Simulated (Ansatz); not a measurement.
V (P63/mmc); total moment held at 2 μB.

```xyz
2
Lattice="2.6043 0.0000 0.0000 -1.3021 2.2554 0.0000 0.0000 0.0000 4.7233" Properties=species:S:1:pos:R:3 pbc="T T T"
V     1.3021    0.7518    3.5425
V     0.0000    1.5036    1.1808
```

The source of the geometry is a structure from the Materials Project; atoms and cell stay fixed.

Settings: PBE, 14×14×7 k mesh, Fermi–Dirac smearing of 0.05 eV. LAPW is all-electron LAPW in Ansatz 0.2.0. Site moments are integrated in spheres about the atoms. Start moments (μB): V1 1, V2 1.

The self-consistent cycle went as follows.

```
iteration  Harris–Foulkes energy less the last (meV)  density residual (eV)  M (μB)  ∫|m| (μB)
        1                                   -421.933                1.7e-01  2.0000     2.0000
        2                                    -12.467                5.5e-02  2.0000     2.0000
        3                                      4.677                1.3e-02  2.0000     2.0000
        4                                      0.568                9.4e-05  2.0000     2.0000
        5                                      0.096                3.4e-06  2.0000     2.0000
        6                                      0.006                1.6e-07  2.0000     2.0000
        7                                      0.000                3.2e-09  2.0000     2.0000
        8                                      0.000                4.8e-10  2.0000     2.0000
```

Site moments (μB): V1 0.89, V2 0.89. Cell moment 2.00 μB.

The Ansatz runs typed with the search for lower states off end where their start leads. None of this fixes the real material's magnetic order: only patterns that fit the cell were computed, at zero temperature, with a functional that can overstate moments.
